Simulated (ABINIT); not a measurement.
The system is Ti.

```
Ti
1.0
    -1.64100    1.64100    1.64100
     1.64100   -1.64100    1.64100
     1.64100    1.64100   -1.64100
Ti
1
Direct
  0.00000 0.00000 0.00000
```

This isn't the form of Ti at room conditions, which is hcp.

Base run:

```yaml
Program: ABINIT 10.8.3 (patched build)
Functional: PBE
Potentials_or_basis: JTH PAW PBE v2.0
Cutoff: 408 eV
k_mesh: 11 × 11 × 11
Occupations: cold-b (ABINIT), width 0.2 eV
Spin: no spin polarisation
```

Its results: band gap on the k mesh none (metal or under the smearing width); pressure -2.4 GPa.

**Question.** The run is repeated on the same cell with these changes: occupations from cold-b (ABINIT), width 0.2 eV to fermi-dirac, width 0.2 eV. What comes out?

**Answer.** Band gap on the k mesh none (metal or under the smearing width); pressure -0.8 GPa.
